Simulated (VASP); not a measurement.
# Li2O (Fm-3m) in VASP: band structure with PBEsol

Aim: the band structure of Li2O with PBEsol.

Program: VASP 6.6.1. These are calculated values, not measurements. Logs are shortened: lines on timing, memory, paths and dates and some standing lists are left out, and cuts for length are marked.

## (1) Starting point

It takes space group Fm-3m (No. 225, cubic). The conventional cell has a = 4.578 Å, b = 4.578 Å, c = 4.578 Å, α = 90.00°, β = 90.00°, γ = 90.00°. O (site symmetry m-3m) is surrounded by 8 Li at 1.98 Å. Around Li (site symmetry -43m) lie 4 O at 1.98 Å.

The cell was built by a generator and needn't be a form met in nature.

## (2) Band structure, PBEsol

Contents of INCAR:

```
SYSTEM = Li2O
PREC = Accurate ; ENCUT = 520
EDIFF = 1E-6 ; ISMEAR = 0
SIGMA = 0.02 ; LREAL = .False.
LASPH = .True. ; NELM = 80
ALGO = Fast ; ISIF = 2
LWAVE = .False. ; LCHARG = .False.
GGA = PS ; NBANDS = 13
```

Contents of KPOINTS:

```
Automatic mesh
0
Gamma
  10 10 10
  0 0 0
```

Contents of POSCAR:

```
Li2O                                    
1.0
   -0.0000000000      2.2890961531      2.2890961531
    2.2890961531      0.0000000000      2.2890961531
    2.2890961531      2.2890961531      0.0000000000
  O               Li            
     1     2
Direct
     0.0000000000000000    0.0000000000000000    0.0000000000000000
     0.2500000000000000    0.2500000000000000    0.2500000000000000
     0.7500000000000000    0.7500000000000000    0.7500000000000000
```

Contents of KPOINTS_OPT:

```
path GXWKGLUWLK,UX
20
line-mode
reciprocal
 0.0000000000  0.0000000000  0.0000000000  G
 0.5000000000  0.0000000000  0.5000000000  X

 0.5000000000  0.0000000000  0.5000000000  X
 0.5000000000  0.2500000000  0.7500000000  W

 0.5000000000  0.2500000000  0.7500000000  W
 0.3750000000  0.3750000000  0.7500000000  K

 0.3750000000  0.3750000000  0.7500000000  K
 0.0000000000  0.0000000000  0.0000000000  G

 0.0000000000  0.0000000000  0.0000000000  G
 0.5000000000  0.5000000000  0.5000000000  L

 0.5000000000  0.5000000000  0.5000000000  L
 0.6250000000  0.2500000000  0.6250000000  U

 0.6250000000  0.2500000000  0.6250000000  U
 0.5000000000  0.2500000000  0.7500000000  W

 0.5000000000  0.2500000000  0.7500000000  W
 0.5000000000  0.5000000000  0.5000000000  L

 0.5000000000  0.5000000000  0.5000000000  L
 0.3750000000  0.3750000000  0.7500000000  K

 0.6250000000  0.2500000000  0.6250000000  U
 0.5000000000  0.0000000000  0.5000000000  X
```

Potentials or basis: VASP PAW PBE potentials, release 64 (O, Li_sv).

Started as:

```console
$ cat potpaw_PBE.64/O/POTCAR potpaw_PBE.64/Li_sv/POTCAR > POTCAR
$ mpirun -np 1 vasp_std > vasp.out
```

OUTCAR:

```text
SYSTEM = Li2O
   PREC = Accurate
   ENCUT = 520
   EDIFF = 1E-6
   ISMEAR = 0
   LREAL = .False.
   LASPH = .True.
   NELM = 80
   ISIF = 2
   GGA = PS

 ion  position               nearest neighbor table
   1  0.000  0.000  0.000-   3 1.98   3 1.98   3 1.98   2 1.98   3 1.98   2 1.98   2 1.98   2 1.98

   2  0.250  0.250  0.250-   1 1.98   1 1.98   1 1.98   1 1.98   3 2.29   3 2.29   3 2.29   3 2.29
                             3 2.29   3 2.29
   3  0.750  0.750  0.750-   1 1.98   1 1.98   1 1.98   1 1.98   2 2.29   2 2.29   2 2.29   2 2.29
                             2 2.29   2 2.29

  LATTYP: Found a face centered cubic cell.
 ALAT       =     4.5781923062

  Lattice vectors:

 A1 = (   0.0000000000,   2.2890961531,   2.2890961531)
 A2 = (   2.2890961531,   0.0000000000,   2.2890961531)
 A3 = (   2.2890961531,   2.2890961531,   0.0000000000)

Analysis of symmetry for initial positions (statically):
=====================================================================
 Subroutine PRICEL returns:
 Original cell was already a primitive cell.

 Routine SETGRP: Setting up the symmetry group for a
 face centered cubic supercell.

 Subroutine GETGRP returns: Found 48 space group operations
 (whereof 48 operations were pure point group operations)
 out of a pool of 48 trial point group operations.

The static configuration has the point symmetry O_h .

Analysis of symmetry for dynamics (positions and initial velocities):
=====================================================================
 Subroutine PRICEL returns:
 Original cell was already a primitive cell.

 Routine SETGRP: Setting up the symmetry group for a
 face centered cubic supercell.

 Subroutine GETGRP returns: Found 48 space group operations
 (whereof 48 operations were pure point group operations)
 out of a pool of 48 trial point group operations.

The dynamic configuration has the point symmetry O_h .

 Subroutine INISYM returns: Found 48 space group operations
 (whereof 48 operations are pure point group operations),
 and found     1 'primitive' translations

----------------------------------------------------------------------------------------

                                     Primitive cell

  volume of cell :      23.9896

  direct lattice vectors                    reciprocal lattice vectors
     0.000000000  2.289096153  2.289096153    -0.218426823  0.218426823  0.218426823
     2.289096153  0.000000000  2.289096153     0.218426823 -0.218426823  0.218426823
     2.289096153  2.289096153  0.000000000     0.218426823  0.218426823 -0.218426823

  length of vectors
     3.237270825  3.237270825  3.237270825     0.378326355  0.378326355  0.378326355

  position of ions in fractional coordinates (direct lattice)
     0.000000000  0.000000000  0.000000000
     0.250000000  0.250000000  0.250000000
     0.750000000  0.750000000  0.750000000

  ion indices of the primitive-cell ions
   primitive index   ion index
                 1           1
                 2           2
                 3           3

----------------------------------------------------------------------------------------

 KPOINTS: Automatic mesh

Automatic generation of k-mesh.
 Grid dimensions read from file:
 generate k-points for:   10   10   10

 Generating k-lattice:

  Cartesian coordinates                     Fractional coordinates (reciprocal lattice)
    -0.021842682  0.021842682  0.021842682     0.100000000  0.000000000  0.000000000
     0.021842682 -0.021842682  0.021842682     0.000000000  0.100000000  0.000000000
     0.021842682  0.021842682 -0.021842682     0.000000000  0.000000000  0.100000000

  Length of vectors
     0.037832635  0.037832635  0.037832635

  Shift w.r.t. Gamma in fractional coordinates (k-lattice)
     0.000000000  0.000000000  0.000000000

 Subroutine IBZKPT returns following result:
 ===========================================

 Found     47 irreducible k-points:

 Following reciprocal coordinates:
            Coordinates               Weight
  0.000000  0.000000  0.000000      1.000000
  0.100000  0.000000  0.000000      8.000000
  0.200000  0.000000  0.000000      8.000000
  0.300000  0.000000  0.000000      8.000000
  0.400000  0.000000  0.000000      8.000000
  0.500000  0.000000  0.000000      4.000000
[... 16 lines left out ...]
  0.300000  0.300000  0.000000      6.000000
  0.400000  0.300000  0.000000     24.000000
 [... further k-points ...]
   k-points           NKPTS =     47   k-points in BZ     NKDIM =     47   number of bands    NBANDS=     13
   number of dos      NEDOS =    301   number of ions     NIONS =      3
   total plane-waves  NPLWV =  13824
   dimension x,y,z NGX =    24 NGY =   24 NGZ =   24
   dimension x,y,z NGXF=    48 NGYF=   48 NGZF=   48
   ions per type =               1   2
   NGX,Y,Z   is equivalent  to a cutoff of  12.32, 12.32, 12.32 a.u.
   NGXF,Y,Z  is equivalent  to a cutoff of  24.65, 24.65, 24.65 a.u.
 SYSTEM =  Li2O
   PREC   = accura    normal or accurate (medium, high low for compatibility)
   ISTART =      0    job   : 0-new  1-cont  2-samecut
   ICHARG =      2    charge: 1-file 2-atom 10-const
   ISPIN  =      1    spin polarized calculation?
   LNONCOLLINEAR =      F non collinear calculations
   LSORBIT =      F    spin-orbit coupling
   LASPH  =      T    aspherical Exc in radial PAW
   ENCUT  =  520.0 eV  38.22 Ry    6.18 a.u.   6.02  6.02  6.02*2*pi/ulx,y,z
   NELM   =     80;   NELMIN=  2; NELMDL= -5     # of ELM steps
   EDIFF  = 0.1E-05   stopping-criterion for ELM
   LREAL  =      F    real-space projection
[... 7 lines left out ...]
   TEBEG  =    0.0;   TEEND  =   0.0 temperature during run
   PSTRESS=    0.0 pullay stress
   NELECT =      12.0000    total number of electrons
   NUPDOWN=      -1.0000    fix difference up-down
   EMIN   =  10.00;   EMAX   =-10.00  energy-range for DOS
   EFERMI =   0.00;   METHOD = LEGACY
   ISMEAR =     0;   SIGMA  =   0.02  broadening in eV -4-tet -1-fermi 0-gaus
   EFERMI_NEDOS =   21; number of points for ismear=-14 and -15
   IALGO  =     68    algorithm
   IMIX   =      4    mixing-type and parameters
     AMIX     =   0.40;   BMIX     =  1.00
     AMIX_MAG =   1.60;   BMIX_MAG =  1.00
  volume/ion in A,a.u.               =       8.00        53.96
  Fermi-wavevector in a.u.,A,eV,Ry     =   1.299555  2.455802 22.978094  1.688842
  Thomas-Fermi vector in A             =   2.430811
   LORBIT       =      0    0 simple, 1 ext, 2 COOP (PROOUT), +10 PAW based schemes
   GGA     = PS    functional components
   LHFCALC =     F    Hartree Fock is set to
   AEXX    =    0.0000 exact exchange contribution
   IVDW    =     0    specifies the selected vdW correction
   LEPSILON=     F    determine dielectric tensor
   LRPA    =     F    only Hartree local field effects (RPA)
 non-spin polarized calculation
 RMM-DIIS sequential band-by-band and
 Gauss-broadening in eV      SIGMA  =   0.02
  energy-cutoff  :      520.00
  volume of cell :       23.99
 maximum number of plane-waves:       659
   NGX = 13   NGY = 13   NGZ = 13

 number of electron      11.9999986 magnetization

 Free energy of the ion-electron system (eV)
  ---------------------------------------------------
  ext. energy  EPLUGINS =         0.00000000
  ---------------------------------------------------
  free energy    TOTEN  =       -14.74577346 eV

  energy without entropy =      -14.74577346  energy(sigma->0) =      -14.74577346

 E-fermi :   1.6596     XC(G=0): -10.0374

 val. band max:        1.3726701343   @ k =   0.0000   0.0000   0.0000
 cond. band min:       6.2383127139   @ k =   0.5000   0.5000   0.0000
 fundamental gap:      4.8656425796
 Fermi energy:         1.6596243345

 k-point     1 :       0.0000    0.0000    0.0000
  band No.  band energies     occupation
      1     -40.8593      2.00000
      2     -40.4765      2.00000
      3     -14.0241      2.00000
      4       1.3727      2.00000
      5       1.3727      2.00000
      6       1.3727      2.00000
      7       6.7371      0.00000
      8      13.3210      0.00000
      9      13.3210      0.00000
     10      13.3211      0.00000
     11      20.4786      0.00000
     12      20.4786      0.00000
     13      20.4786      0.00000

 k-point     2 :       0.1000    0.0000    0.0000
  band No.  band energies     occupation
      1     -40.8480      2.00000
      2     -40.4846      2.00000
      3     -14.0044      2.00000
      4       1.0199      2.00000
      5       1.3231      2.00000
      6       1.3231      2.00000
      7       7.0125      0.00000
      8      13.3548      0.00000
      9      13.4712      0.00000
     10      13.4713      0.00000
     11      19.4341      0.00000
     12      19.4342      0.00000
     13      20.8390      0.00000

 k-point     3 :       0.2000    0.0000    0.0000
  band No.  band energies     occupation
      1     -40.8168      2.00000
      2     -40.5080      2.00000
      3     -13.9512      2.00000
      4       0.2084      2.00000
      5       1.1989      2.00000
      6       1.1989      2.00000
      7       7.7033      0.00000
      8      13.3175      0.00000
      9      13.7469      0.00000
     10      13.7469      0.00000
     11      18.4169      0.00000
     12      18.4169      0.00000
     13      21.7928      0.00000
[... 305 lines left out ...]
 k-point    23 :       0.3000    0.3000    0.0000
  band No.  band energies     occupation
      1     -40.7602      2.00000
      2     -40.5468      2.00000
      3     -13.8466      2.00000
      4       0.0743      2.00000
      5       0.3787      2.00000
      6       0.3787      2.00000
      7       7.2584      0.00000
      8      14.2793      0.00000
      9      14.2793      0.00000
     10      15.3842      0.00000
     11      15.6583      0.00000
     12      23.2044      0.00000
     13      24.9199      0.00000

 k-point    24 :       0.4000    0.3000    0.0000
  band No.  band energies     occupation
      1     -40.7327      2.00000
      2     -40.5677      2.00000
      3     -13.8036      2.00000
      4      -0.3294      2.00000
      5       0.2345      2.00000
      6       0.2964      2.00000
      7       7.1975      0.00000
      8      14.1223      0.00000
      9      14.4950      0.00000
     10      15.7022      0.00000
     11      16.4800      0.00000
     12      22.8259      0.00000
     13      23.7285      0.00000

 [... further k-points ...]
[... 5 lines left out ...]
  --------------------------------------------------------------------------------------
  -------------------------------------------------------------------------------------
  Total        0.0609409      0.0609409      0.0609409     -0.0000000      0.0000000      0.0000000
  in kB        4.0700264      4.0700264      4.0700264     -0.0000000      0.0000000      0.0000000
  external PRESSURE =       4.0700264 kB  Pullay stress =       0.0000000 kB

 VOLUME and BASIS-vectors are now :
 -----------------------------------------------------------------------------
  energy-cutoff  :      520.00
  volume of cell :       23.99
      direct lattice vectors                 reciprocal lattice vectors
     0.000000000  2.289096153  2.289096153    -0.218426823  0.218426823  0.218426823
     2.289096153  0.000000000  2.289096153     0.218426823 -0.218426823  0.218426823
     2.289096153  2.289096153  0.000000000     0.218426823  0.218426823 -0.218426823

 POSITION                                       TOTAL-FORCE (eV/Angst)
 -----------------------------------------------------------------------------------
      0.00000      0.00000      0.00000         0.000000      0.000000     -0.000000
      1.14455      1.14455      1.14455        -0.000000     -0.000000     -0.000000
      3.43364      3.43364      3.43364         0.000000      0.000000      0.000000
 -----------------------------------------------------------------------------------
    total drift:                               -0.000000      0.000000      0.000000

  FREE ENERGIE OF THE ION-ELECTRON SYSTEM (eV)
  ---------------------------------------------------
  free  energy   TOTEN  =       -14.7457734583 eV

  energy  without entropy=      -14.7457734583  energy(sigma->0) =      -14.74577346
```

Run time: 22 s. Hardware: 1 thread of Intel Xeon Platinum 8488C (Sapphire Rapids), shared host; peak memory 0.14 GiB.

What came out:

- Free energy: -14.7458 eV
- Band gap on the k mesh: 4.87 eV, indirect (least direct gap 5.36 eV)
- Band gap along the path: 4.87 eV, indirect (least direct gap 5.36 eV)

Levels at the corners of the path, in eV from the valence-band top:
```
point  band 3  band 4  band 5  band 6  band 7  band 8  band 9  band 10
    Γ  -15.40    0.00    0.00    0.00    5.36   11.95   11.95    11.95
    X  -15.13   -1.63   -1.45   -1.45    4.87   13.66   13.66    15.00
    X  -15.13   -1.63   -1.45   -1.45    4.87   13.66   13.66    15.00
    W  -15.11   -1.92   -1.53   -1.53    7.13   10.51   14.32    14.32
    W  -15.11   -1.92   -1.53   -1.53    7.13   10.51   14.32    14.32
    K  -15.12   -2.11   -1.55   -1.14    6.49   11.75   13.40    14.57
    K  -15.12   -2.11   -1.55   -1.14    6.49   11.75   13.40    14.57
    Γ  -15.40    0.00    0.00    0.00    5.36   11.95   11.95    11.95
    Γ  -15.40    0.00    0.00    0.00    5.36   11.95   11.95    11.95
    L  -15.17   -2.87   -0.47   -0.47    9.26   10.00   12.06    12.06
    L  -15.17   -2.87   -0.47   -0.47    9.26   10.00   12.06    12.06
    U  -15.12   -2.11   -1.55   -1.14    6.49   11.75   13.40    14.57
    U  -15.12   -2.11   -1.55   -1.14    6.49   11.75   13.40    14.57
    W  -15.11   -1.92   -1.53   -1.53    7.13   10.51   14.32    14.32
    W  -15.11   -1.92   -1.53   -1.53    7.13   10.51   14.32    14.32
    L  -15.17   -2.87   -0.47   -0.47    9.26   10.00   12.06    12.06
    L  -15.17   -2.87   -0.47   -0.47    9.26   10.00   12.06    12.06
    K  -15.12   -2.11   -1.55   -1.14    6.49   11.75   13.40    14.57
    U  -15.12   -2.11   -1.55   -1.14    6.49   11.75   13.40    14.57
    X  -15.13   -1.63   -1.45   -1.45    4.87   13.66   13.66    15.00
```

Caveat: the cutoff is under 1.25 times the usual one of these potentials, so pressure, stress and relaxed cells hold a basis-set (Pulay) error; the PAW data sets were made with another functional, which shifts forces and pressure a little. PBEsol gaps usually lie below the measured ones, often by a third to a half.
